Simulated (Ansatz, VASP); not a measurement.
# One calculation of MgS, two programs

```
Mg S
1.0
     0.00000    2.60165    2.60165
     2.60165    0.00000    2.60165
     2.60165    2.60165    0.00000
Mg S
1 1
Direct
  0.00000 0.00000 0.00000
  0.50000 0.50000 0.50000
```

Alike in both runs: task single point; functional PBE0; k mesh 4 × 4 × 4; occupations gaussian, width 0.05 eV; no spin polarisation.

|  | VASP | Ansatz |
| --- | --- | --- |
| version | VASP 6.6.1 | Ansatz 0.2.0 |
| potentials or method | VASP PAW PBE potentials, release 64 (Mg, S) | scalar-relativistic, plane waves, PAW |
| plane-wave cutoff (eV) | 520 | 420 |
| valence electrons in the cell | 8 | 16 |

Ansatz gave:

```
gap on the k mesh at the Fermi level (eV) : 4.54
least direct gap on the mesh (eV)         : 5.56
pressure (GPa)                            : -0.1
```

Task: Estimate VASP's values.

Result: gap on the k mesh at the Fermi level (eV): 4.52; least direct gap on the mesh (eV): 5.57; pressure (GPa): -0.5.

The two sets of potentials don't hold the same shells in valence. Ansatz warned: «stress_exchange_threshold_loose».

Caveats: the k mesh is coarse (spacing up to 0.52 Å⁻¹), so the values aren't converged, least of all with exact exchange; the PAW data sets were made with another functional, which shifts forces and pressure a little (VASP). A k mesh can miss the band edges.
